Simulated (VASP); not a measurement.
# Al: single point with PBEsol

The system is Al.

```
Al
1.0
    -1.60609    1.60609    1.60609
     1.60609   -1.60609    1.60609
     1.60609    1.60609   -1.60609
Al
1
Direct
  0.00000 0.00000 0.00000
```

This isn't the form of Al at room conditions, which is fcc.

```json
{
 "Program": "VASP 6.6.1",
 "Task": "single point",
 "Functional": "PBEsol",
 "Potentials or basis": "VASP PAW PBE potentials, release 64 (Al)",
 "Cutoff": "520 eV",
 "k mesh": "24 × 24 × 24",
 "Occupations": "gaussian, width 0.1 eV",
 "Spin": "no spin polarisation"
}
```

```yaml
Pressure: 0.1 GPa
Band_gap_on_the_k_mesh: none (metal or under the smearing width)
```

Levels at points of the mesh, in eV from the Fermi level:
```csv
k point,band 1,band 2,band 3,band 4
"(0.00, 0.00, 0.00)",-11.08,13.23,13.23,13.23
"(0.50, 0.00, 0.00)",-4.29,-3.84,8.13,8.26
"(0.50, 0.50, 0.50)",1.87,1.87,1.87,2.99
```

Run time: 13 s on 1 thread of Intel(R) Xeon(R) 6975P-C (Granite Rapids), on a shared host, peak memory 0.16 GiB.

Caveat: the PAW data sets were made with another functional, which shifts forces and pressure a little.
